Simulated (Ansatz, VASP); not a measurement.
## FeSb in two plane-wave programs

One calculation is typed for both programs; each brings its own data sets. How far apart do they land? The two relaxations start from unlike cells of this crystal (the structure described is Ansatz's start), so only their ends are compared.

Calculated with Ansatz 0.2.0; plane waves, with VASP 6.6.1 beside it; relaxation of cell and atoms at LDA, DFT+U.

### 1. Set-up

The structure is hexagonal, space group P6_3/mmc (No. 194). Conventional cell: a = 4.060 Å, b = 4.060 Å, c = 5.130 Å, α = 90.00°, β = 90.00°, γ = 120.00°. Nearest to Fe lie 2 Fe at 2.56 Å and 6 Sb at 2.67 Å. Nearest to Sb lie 6 Fe at 2.67 Å. Farther neighbours are not listed.

### 2. Ansatz: relaxation of cell and atoms, LDA, DFT+U

Ansatz runs on its default PAW (the set named soft_2) files.

The relaxed volume is the usual yardstick between codes: in a stiff, nearly cubic crystal its relative difference is about their pressure difference at one cell divided by the bulk modulus.

input.yaml

```yaml
crystal:
  lattice:
    - [4.06, 0.0, 0.0]
    - [-2.03, 3.516063, 0.0]
    - [0.0, 0.0, 5.13]
  atoms:
    - { symbol: Fe, position: [0.0, 0.0, 0.0], spin: 4.0 }
    - { symbol: Fe, position: [0.0, 0.0, 0.5], spin: -4.0 }
    - { symbol: Sb, position: [0.66666667, 0.33333333, 0.25] }
    - { symbol: Sb, position: [0.33333333, 0.66666667, 0.75] }
kpoints:
  mp_grid: { grid: [12, 12, 8] }
hamiltonian:
  xc: lda
  hubbard: { sites: [{ species: Fe, l: d, u_eff: 5.3 }] }
scf:
  occupations: { method: gaussian, width: 0.1 }
output:
  forces: true
  stress: true
  eigenvalues: true
  populations: true
magnetization:
  spin_polarized: true
relax:
  adjacent_minimum: "off"
  f_tol: 0.005
  max_steps: 60
  cell: { stress_tol: 0.03 }
```

Command:

```sh
> ansatz run input.yaml --threads 4 --pin off --max-ram 8192MiB --backend cpu --events-out ev --progress --plain --runs-dir out
```

Numbers of over 12 decimals in the logs are rounded to 6 here.

Log:

```text
Fe: projections on atomic orbitals take those of the free atom [Ne] 3s2 3p6 3d6 4s2, of charge +0.00 (hamiltonian.pseudopotentials.projection_atoms); the dataset's partial waves leave at most 1.1e-6 of an orbital's norm unspanned inside its sphere
Sb: projections on atomic orbitals take those of the free atom [Kr] 4d10 5s2 5p3, of charge +0.00 (hamiltonian.pseudopotentials.projection_atoms); the dataset's partial waves leave at most 3.6e-6 of an orbital's norm unspanned inside its sphere
Engine: ansatz 0.2.0, aarch64-unknown-linux-gnu
Pseudopotentials: kind: paw
Pseudopotential: Fe, paw, valence charge 16, recommended cutoff 420 eV (normal), Fe.paw.azcp
Pseudopotential: Sb, paw, valence charge 15, recommended cutoff 420 eV (normal), Sb.paw.azcp
Functional definition: SPW92
  exchange = slater_x
  correlation = pw_c
Crystal: 4 atoms, lattice volume = 73.232 Å³
Basis set: ecut = 420 eV, 1421 PW (Γ)
Bands: 42, of which v1, the nominal top of the filled ones, is band 31 counted from 1 (30 counted from 0)
Symmetry: 12 space group operations
Space group: P-3m1 (ITA 164), of the structure as read, at distance tolerance 4.2e-5 Å
Magnetic group: BNS 194.269 (UNI 1499), of the structure as read, at distance tolerance 4.2e-5 Å
k-points: 131 of 1152
Non-local potential: Fe, projectors of the file, l = 0: 3, l = 1: 2, l = 2: 3, l = 3: 1
Non-local potential: Sb, projectors of the file, l = 0: 2, l = 1: 2, l = 2: 2, l = 3: 2
PAW form: soft (Blöchl's): semilocal exchange-correlation on the pseudo side does not see the compensation charge
PAW frozen core: Fe, regenerated for the run's functional, and the local potential with it (the file was generated under x = pbe(κ = 0.804, μ = 0.219515), c = pbe(β = 0.066725))
PAW frozen core: Sb, regenerated for the run's functional, and the local potential with it (the file was generated under x = pbe(κ = 0.804, μ = 0.219515), c = pbe(β = 0.066725))
PAW one-centre angular grid: Fe, 590 points (default); XC on 64 Gauss nodes
PAW one-centre angular grid: Sb, 590 points (default); XC on 64 Gauss nodes
Initial density: superposition of atomic densities (chi_scale 0.1, normalization cell)
Starting moments: Σ|m| = 8 μB on 2 of 4 sites
Starting magnetic order: altermagnet, g-wave, bulk spin-momentum locking; spin-degenerate planes through Γ normal to [0 0 1], [1 -1 0], [1 2 0], [2 1 0] of the run's lattice
Initial wavefunctions: pseudopotential atomic-orbital guess
Functional: x = slater, c = lda
iter 1 solved again at ethr=1.89e-3 eV; its pass at ethr=3.10e-3 eV (dr2=1.17e0 eV) is discarded
SCF iter   1: F=—  HF=-21502.607113 eV  |F-HF|=—  |Δ(HF+E_count)|=         —  Δρ=3.14e-2 (↑3.14e-2 ↓3.14e-2)  dr2=1.18e0  dr2_m=4.96e-1  M=0.000 μB ∫|m|=6.785 μB  β_m=0.30  ethr=1.89e-3  ⟨swp⟩=1.7  Hψ=56161  notcnv=0
preconditioner: auto → Kerker (q_TF=auto, 2.654 Å⁻¹)  [metal: Δε(μ)=0.015 eV  Ē_g=19.691 eV  σ=0.100 eV  W_gap=0.08  n_scr=22 (ndim 8)  ℏωp=29.4 eV  f_vac=0.000  D(μ)=4.87/eV (n_scr^D=52)]
spin=Collinear: Kerker preconditioning applied to the charge; magnetization (m = ρ↑ − ρ↓) channel mixes plain (no charge-response kernel on spin).
SCF iter   2: F=—  HF=-21502.944726 eV  |F-HF|=—  |Δ(HF+E_count)|=   3.38e-1  Δρ=2.72e-2 (↑2.72e-2 ↓2.72e-2)  dr2=7.99e-1  dr2_m=3.62e-1  M=-0.000 μB ∫|m|=6.710 μB  β_m=0.30  ethr=1.89e-3  ⟨swp⟩=2.0  Hψ=13692  notcnv=0
SCF iter   3: F=—  HF=-21503.250417 eV  |F-HF|=—  |Δ(HF+E_count)|=   3.06e-1  Δρ=2.15e-2 (↑2.15e-2 ↓2.15e-2)  dr2=9.75e-1  dr2_m=5.03e-2  M=0.000 μB ∫|m|=7.085 μB  β_m=0.30  ethr=1.29e-3  ⟨swp⟩=3.8  Hψ=22317  notcnv=0  defer=1034
SCF iter   4: F=—  HF=-21503.431157 eV  |F-HF|=—  |Δ(HF+E_count)|=   1.81e-1  Δρ=2.78e-2 (↑2.78e-2 ↓2.78e-2)  dr2=8.51e-1  dr2_m=3.64e-1  M=-0.000 μB ∫|m|=6.440 μB  β_m=0.30  ethr=1.29e-3  ⟨swp⟩=2.7  Hψ=15862  notcnv=0  defer=1054
SCF iter   5: F=—  HF=-21503.640801 eV  |F-HF|=—  |Δ(HF+E_count)|=   2.10e-1  Δρ=1.96e-2 (↑1.96e-2 ↓1.96e-2)  dr2=2.44e-1  dr2_m=2.04e-1  M=-0.000 μB ∫|m|=6.428 μB  β_m=0.30  ethr=1.29e-3  ⟨swp⟩=2.0  Hψ=14460  notcnv=0  defer=1134
SCF iter   6: F=—  HF=-21503.834106 eV  |F-HF|=—  |Δ(HF+E_count)|=   1.93e-1  Δρ=1.56e-2 (↑1.56e-2 ↓1.55e-2)  dr2=6.17e-2  dr2_m=1.50e-1  M=0.000 μB ∫|m|=6.375 μB  β_m=0.30  ethr=3.94e-4  ⟨swp⟩=2.0  Hψ=14064  notcnv=0  defer=1134
SCF iter   7: F=—  HF=-21503.980035 eV  |F-HF|=—  |Δ(HF+E_count)|=   1.46e-1  Δρ=1.38e-2 (↑1.37e-2 ↓1.38e-2)  dr2=1.61e-2  dr2_m=1.24e-1  M=-0.000 μB ∫|m|=6.302 μB  β_m=0.30  ethr=9.95e-5  ⟨swp⟩=2.0  Hψ=15071  notcnv=0  defer=1128
SCF iter   8: F=—  HF=-21504.093881 eV  |F-HF|=—  |Δ(HF+E_count)|=   1.14e-1  Δρ=1.41e-2 (↑1.41e-2 ↓1.40e-2)  dr2=5.28e-2  dr2_m=1.22e-1  M=0.001 μB ∫|m|=6.183 μB  β_m=0.30  ethr=2.60e-5  ⟨swp⟩=2.1  Hψ=14196  notcnv=0  defer=1128
[...]
iter 1 solved again at ethr=2.12e-7 eV; its pass at ethr=3.10e-3 eV (dr2=1.31e-4 eV) is discarded
[...]
preconditioner: auto → Kerker (q_TF=auto, 2.613 Å⁻¹)  [metal: Δε(μ)=0.013 eV  Ē_g=9.280 eV  σ=0.100 eV  W_gap=0.08  n_scr=22 (ndim 8)  ℏωp=21.1 eV  f_vac=0.005  D(μ)=1.57/eV (n_scr^D=8)]
spin=Collinear: Kerker preconditioning applied to the charge; magnetization (m = ρ↑ − ρ↓) channel mixes plain (no charge-response kernel on spin).
[...]
SCF iter   3: F=—  HF=-21504.715893 eV  |F-HF|=—  |Δ(HF+E_count)|=   1.08e-5  Δρ=1.18e-5 (↑5.49e-6 ↓1.18e-5)  dr2=1.24e-7  dr2_m=1.70e-8  M=0.658 μB ∫|m|=6.353 μB  β_m=0.76  ethr=5.32e-10  ⟨swp⟩=2.0  Hψ=12029  notcnv=0
SCF iter   4: F=—  HF=-21504.715893 eV  |F-HF|=—  |Δ(HF+E_count)|=   5.26e-8  Δρ=9.70e-6 (↑4.02e-6 ↓9.70e-6)  dr2=6.31e-8  dr2_m=1.43e-8  M=0.658 μB ∫|m|=6.353 μB  β_m=0.88  ethr=2.00e-10  ⟨swp⟩=2.1  Hψ=18261  notcnv=0
SCF iter   5: F=—  HF=-21504.715894 eV  |F-HF|=—  |Δ(HF+E_count)|=   2.79e-7  Δρ=1.79e-5 (↑1.79e-5 ↓1.48e-5)  dr2=6.77e-7  dr2_m=1.08e-8  M=0.658 μB ∫|m|=6.353 μB  β_m=0.58  ethr=1.02e-10  ⟨swp⟩=2.0  Hψ=19138  notcnv=0  recentre
SCF iter   6: F=—  HF=-21504.715894 eV  |F-HF|=—  |Δ(HF+E_count)|=   3.25e-8  Δρ=3.52e-6 (↑1.84e-6 ↓3.52e-6)  dr2=1.13e-8  dr2_m=1.53e-9  M=0.658 μB ∫|m|=6.353 μB  β_m=0.64  ethr=1.02e-10  ⟨swp⟩=2.0  Hψ=19136  notcnv=0
SCF iter   7: F=—  HF=-21504.715894 eV  |F-HF|=—  |Δ(HF+E_count)|=   2.38e-8  Δρ=1.52e-6 (↑1.52e-6 ↓1.02e-6)  dr2=2.78e-9  dr2_m=2.70e-10  M=0.658 μB ∫|m|=6.353 μB  β_m=0.82  ethr=1.83e-11  ⟨swp⟩=2.0  Hψ=18977  notcnv=0
SCF iter   8: F=—  HF=-21504.715894 eV  |F-HF|=—  |Δ(HF+E_count)|=   2.50e-9  Δρ=1.48e-6 (↑1.48e-6 ↓5.60e-7)  dr2=2.50e-9  dr2_m=2.58e-10  M=0.658 μB ∫|m|=6.353 μB  β_m=0.91  ethr=4.49e-12  ⟨swp⟩=2.0  Hψ=16277  notcnv=0
SCF iter   9: F=—  HF=-21504.715894 eV  |F-HF|=—  |Δ(HF+E_count)|=  2.26e-10  Δρ=3.73e-7 (↑1.84e-7 ↓3.73e-7)  dr2=1.27e-10  dr2_m=2.58e-11  M=0.658 μB ∫|m|=6.353 μB  β_m=0.95  ethr=4.03e-12  ⟨swp⟩=2.0  Hψ=12880  notcnv=0
SCF iter  10: F=—  HF=-21504.715894 eV  |F-HF|=—  |Δ(HF+E_count)|=  6.55e-11  Δρ=1.68e-7 (↑1.32e-7 ↓1.68e-7)  dr2=4.46e-11  dr2_m=2.52e-12  M=0.658 μB ∫|m|=6.353 μB  β_m=0.98  ethr=1.00e-12  ⟨swp⟩=1.2  Hψ=11059  notcnv=0
SCF iter  11: F=—  HF=-21504.715894 eV  |F-HF|=—  |Δ(HF+E_count)|=  1.82e-11  Δρ=1.25e-7 (↑1.25e-7 ↓7.73e-8)  dr2=3.14e-11  dr2_m=1.26e-12  M=0.658 μB ∫|m|=6.353 μB  β_m=0.99  ethr=1.00e-12  ⟨swp⟩=1.0  Hψ=11004  notcnv=0
SCF iter  12: F=-21504.715894 eV  HF=-21504.715894 eV  |F-HF|=1.46e-11  |Δ(HF+E_count)|=  3.64e-12  Δρ=3.71e-8 (↑3.71e-8 ↓2.81e-8)  dr2=3.42e-12  dr2_m=7.92e-14  M=0.658 μB ∫|m|=6.353 μB  ethr=1.00e-12  ⟨swp⟩=4.0  Hψ=42573  notcnv=0
the starting moments, 8 μB in size (2 sites), cancel, and the state that the SCF closed on does not: its net magnetisation is 6.6e-1 μB in size, over 0.1 of its absolute magnetisation of 6.3e0 μB.
SCF 8 converged in 12 iterations: F = -21504.715894 eV  dr2 = 3.42e-12
relax step   8: F+E_penalty+E_count = -21504.71589357 eV  Δ(F+E_penalty+E_count) = -6.492e-5 eV  max|allowed force component| = 8.052e-4 eV/Å  Δτ_max = 0.0000 Å  P = +0.018 GPa  Ω = 80.411 Å³  stress off target by 2.89e-2 GPa  SCF on the basis re-selected at this cell (its energy is not comparable with the rows above)  (12 SCF iters)
basis re-selected at this cell: Δ(F+E_penalty+E_count) = -6.492e-5 eV, ΔP = -0.001 GPa vs the last step (what re-selecting the basis moved, of the pressure what is left beyond the Pulay correction that the steps carried, after the strain that the cell walked since its last selection, with what the two solves' SCF thresholds leave and, on support functions, any second-order correction that the steps lacked; it is no m [...]
SCF converged after 12 iterations
Magnetization: 0.6583 μB (31.3291 up, 30.6709 down)
Absolute magnetization: 6.3570 μB (∫|ρ↑−ρ↓|, with the PAW one-centre terms)
Spin contamination: 2.9400 ħ² per cell (⟨S²⟩ above its minimum at these occupations)
Per-site moments (μB) at R_I (Å): [(3.107077, 1.128556), (-2.768723, 1.115923), (0.068018, 1.115923), (0.068018, 1.115923)]
Free energy (F): -21504.715894 eV
Harris-Foulkes:  -21504.715894 eV  (|F-HF|=1.46e-11)
Internal energy: -21504.708065 eV  (E = F + TS)
E sigma→0 (E₀):  -21504.711980 eV
Entropy (-TS):   -0.007828 eV (-1.957 meV/atom)
Fermi energy:    12.772235 eV
--- Per-component energies (eV) ---
  E_band       = -884.580477
  E_kinetic    = 1114.751706
  E_local      = -8351.899262  (includes V_loc(G=0)·N_el)
  E_nonlocal   = 1200.095060
  E_hartree    = 3641.134058
  E_xc         = -506.298690
  E_vxc        = -493.125018  (∫ρ·V_xc dr)
  E_hubbard    = 3.614637  (on-site DFT+U / exact-exchange correction)
  E_vhub       = -28.214273  (the Hubbard potential's part of the band-sum identity)
  E_paw        = -11477.554614  (= ΣΔE_a)
  E_vpaw       = -1608.458529  (= ΣTr[D̂ρ^β])
  E_aug_tail   = 0.001635  (compensation charges beyond the density's cutoff)
  E_ewald      = -7130.473314
  E_core_change = 1.920718  (= ΣΔE_core)
  E_smearing   = -0.007828  (= −TS)
  E_closure    = 0.000000  (closes the sum)
  Σ components = -21504.715894   (vs F -21504.715894, Δ=0.00e0)
--- Forces (eV/Å), atoms counted from 1 ---
  atom   1  Fe     0.00000000     0.00000000     0.00000000
  atom   2  Fe     0.00000000    -0.00000000     0.00000000
  atom   3  Sb    -0.00000000     0.00000000    -0.00080518
  atom   4  Sb    -0.00000000     0.00000000     0.00080518
  max |Σ_I F_I| component: 9.25e-18 eV/Å
--- Stress (GPa, compression-positive) ---
        0.013307       0.000000       0.000000
        0.000000       0.013307       0.000000
        0.000000      -0.000000       0.028873
  P = ⅓ Tr σ = 0.0185 GPa (0.185 kbar)
--- Band table (eV; the first three rows and the last of 262) ---
  k-point 0 ↑: bands = [... 27 lower, 11.0490, 11.7804, 13.0490, 13.0490, 14.9352, 14.9352, 15.2196, 15.8595, ... 7 higher]
  k-point 1 ↑: bands = [... 27 lower, 10.9744, 11.7166, 13.1685, 13.1685, 14.9586, 14.9586, 15.0128, 15.7891, ... 7 higher]
  k-point 2 ↑: bands = [... 27 lower, 10.8142, 11.6039, 13.4595, 13.4595, 14.1627, 14.9937, 14.9937, 15.6277, ... 7 higher]
  k-point 130 ↓: bands = [... 27 lower, 9.0388, 9.0388, 10.9926, 10.9926, 14.7397, 15.3682, 15.3682, 16.2306, ... 7 higher]
Occupation matrices written to <dir>
--- Relaxed structure (6 steps of the walk, 6 accepted, 2 SCFs on fresh bases) ---
  F+E_penalty+E_count = -21504.71589357 eV   max|allowed force component| = 8.052e-4 eV/Å   (the final SCF, on the basis selected at the relaxed cell)
  cell:  # Å, volume = 80.4112 Å³
    - [4.119347, 0, 0]
    - [-2.059673, 3.567459, 0]
    - [0, 0, 5.471788]
  atoms:
    - { symbol: Fe, position: [0, 0, 0] }
    - { symbol: Fe, position: [0, 0, 0.500000] }
    - { symbol: Sb, position: [0.666667, 0.333333, 0.264384] }
    - { symbol: Sb, position: [0.333333, 0.666667, 0.735616] }
--- Löwdin populations: 4 sites ---
  site symbol       q [e]    m [muB]
     0     Fe     15.2860     3.2176
     1     Fe     15.4747    -2.8621
     2     Sb     15.4409     0.1467
     3     Sb     15.4409     0.1467
  spilling = 0.005764 (of n_electrons = 62.000000)
```

In the SCF lines HF is the Harris–Foulkes energy and dr2 the Hartree energy of the density residual, in eV; the loop may stop once dr2 is under the threshold and the program's other checks hold. Hψ counts applications of the Hamiltonian.

(Part 1 of 2 ends here.)

[Lines on the potential files, build, host, timing and source positions are cut from VASP's logs without a mark.]

[Logs are printed without paths, hosts, clocks, repeated set-up lines and the standing remarks that a program may print on its own settings, such as how far it seeks lower states.]

[Hosts, paths, dates, database ids (printed as entryN), source tags and the programs' standing remarks are cut or masked in the printed files.]
